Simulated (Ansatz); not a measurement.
The structure comes from a relaxation in the same program, started in the sc type, and has space group Pm-3m. Whether it is a known phase or the ground state wasn't checked.

An input for Pd: DFT, PBE, all-electron LAPW, scalar-relativistic (Ansatz 0.2.0).

```yaml
crystal:
  lattice:
    - [2.6129210813, 0.0, 0.0]
    - [0.0, 2.6129210813, 0.0]
    - [0.0, 0.0, 2.6129210813]
  atoms:
    - { symbol: Pd, position: [0.0, 0.0, 0.0] }
kpoints:
  mp_grid: { grid: [13, 13, 13] }
  band_path:
    path:
      - [0.0, 0.0, 0.0]
      - [0.0, 0.5, 0.0]
      - [0.5, 0.5, 0.0]
      - [0.0, 0.0, 0.0]
      - [0.5, 0.5, 0.5]
      - [0.0, 0.5, 0.0]
      - [0.5, 0.5, 0.5]
      - [0.5, 0.5, 0.0]
    npoints: 8
scf:
  occupations: { method: fermi_dirac, width: 0.03 }
hamiltonian:
  xc: pbe
  pseudopotentials: { kind: all_electron, lapw: { basis_error: 0.001 } }
output:
  forces: true
  stress: true
  eigenvalues: true
  fatbands: true
  populations: true
  dos: { projected: true, de: 0.2, e_range: [-14, 8] }
```

Set-up and iterations as logged by Ansatz (the results part is left out, to be predicted):

```
Pd: projections on atomic orbitals take those of the free atom 1s2 2s2 2p6 3s2 3p6 3d10 4s2 4p6 4d10, of charge +0.00 (hamiltonian.pseudopotentials.projection_atoms)
LAPW: plane waves up to 8.861 Å⁻¹, error target 1.0e-3 eV per atom; small_component_spin mean_spin; Pd in spheres of 1.306 Å, 28 of its electrons in bands, Dirac shells []
Engine: ansatz 0.2.0
Pseudopotentials: kind: all_electron
Pseudopotential: Pd, LAPW, valence charge 28, Koelling and Harmon's equation, gaussian nucleus
Functional definition: PBE
  parameter kappa = 0.804
  parameter beta = 0.06672455060314922
  exchange = pbe_x(kappa = kappa, mu = beta*pi^2/3)
  correlation = pbe_c(beta = beta)
Crystal: 1 atoms, lattice volume = 17.839 Å³
Basis set: ecut = 299.1502701042342 eV, 203 PW (Γ), exchange–correlation at level 2
Bands: 18, of which v1, the nominal top of the filled ones, is band 14 counted from 1 (13 counted from 0)
Symmetry: 48 space group operations
Space group: Pm-3m (ITA 221), of the structure as read, at distance tolerance 2.6e-5 Å
k-points: 84 of 2197
Non-local potential: Pd, projectors of the file, none
Initial density: superposition of atomic densities (chi_scale 0.1, normalization cell)
Initial wavefunctions: plane waves of lowest kinetic energy (no species holds an atomic orbital)
Functional: x = pbe(κ = 0.804, μ = 0.2195149727645171), c = pbe(β = 0.06672455060314922)
iter 1 solved again at ethr=2.27e-3 eV; its pass at ethr=1.00e-1 eV (dr2=6.37e-1 eV) is discarded
SCF iter   1: F=—  HF=-137307.089453 eV  |F-HF|=—  |Δ(HF+E_count)|=         —  Δρ=5.88e-2  dr2=6.39e-1  ethr=2.27e-3  ⟨swp⟩=2.0  Hψ=9535  notcnv=0
iter 2 solved again at ethr=2.51e-5 eV; its pass at ethr=2.27e-3 eV (dr2=7.04e-3 eV) is discarded
SCF iter   2: F=—  HF=-137306.620558 eV  |F-HF|=—  |Δ(HF+E_count)|=   4.69e-1  Δρ=1.10e-2  dr2=7.02e-3  ethr=2.51e-5  ⟨swp⟩=2.0  Hψ=7548  notcnv=0
SCF iter   3: F=—  HF=-137306.193751 eV  |F-HF|=—  |Δ(HF+E_count)|=   4.27e-1  Δρ=8.88e-3  dr2=1.41e-2  ethr=2.51e-5  ⟨swp⟩=3.0  Hψ=5413  notcnv=0
SCF iter   4: F=—  HF=-137306.175780 eV  |F-HF|=—  |Δ(HF+E_count)|=         —  Δρ=1.86e-3  dr2=6.44e-4  ethr=2.51e-5  ⟨swp⟩=2.0  Hψ=4525  notcnv=0
the basis was enlarged: its passes take 661.3 KiB over the memory plan, 1 of 1 planned eigensolver slots
SCF iter   5: F=—  HF=-137306.175666 eV  |F-HF|=—  |Δ(HF+E_count)|=   1.14e-4  Δρ=1.76e-4  dr2=6.04e-6  ethr=2.30e-6  ⟨swp⟩=2.1  Hψ=4230  notcnv=0
SCF iter   6: F=—  HF=-137306.175674 eV  |F-HF|=—  |Δ(HF+E_count)|=   7.62e-6  Δρ=2.00e-5  dr2=2.53e-8  ethr=2.16e-8  ⟨swp⟩=3.0  Hψ=4443  notcnv=0
SCF iter   7: F=-137306.175674 eV  HF=-137306.175674 eV  |F-HF|=1.40e-9  |Δ(HF+E_count)|=   4.36e-8  Δρ=2.81e-6  dr2=9.43e-10  ethr=9.03e-11  ⟨swp⟩=3.0  Hψ=4622  notcnv=0
```

Spin polarisation is left out, and whether a magnetic state lies lower isn't shown here.

What pressure will this run report?

-0.08 GPa (positive in compression).

Is there a band gap?

none: bands cross the Fermi level, a metal.
